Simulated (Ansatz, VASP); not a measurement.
# One calculation of Pd, two programs

```
Pd
1.0
    -1.64549    1.64549    1.64549
     1.64549   -1.64549    1.64549
     1.64549    1.64549   -1.64549
Pd
1
Cartesian
  0.0000 0.0000 0.0000
```

Alike in both runs: task single point; functional BLYP; k mesh 15 × 15 × 15; occupations fermi-dirac, width 0.1 eV; no spin polarisation.

|  | VASP | Ansatz |
| --- | --- | --- |
| version | VASP 6.6.1 | Ansatz 0.2.0 |
| potentials or method | VASP PAW PBE potentials, release 64 (Pd) | plane waves (420 eV) with PAW, scalar-relativistic |
| plane-wave cutoff (eV) | 520 | 420 |
| valence electrons in the cell | 10 | 18 |

Ansatz gave:

| Property | Result |
| --- | --- |
| pressure (GPa) | -8.1 |

Q: Estimate VASP's values.

A: Pressure (GPa): -7.9.

With one functional, cell and mesh, what is left measures potentials, basis and numerics. The two sets of potentials don't hold the same shells in valence.

Caveats: the PAW data sets were made with another functional, which shifts forces and pressure a little (VASP).
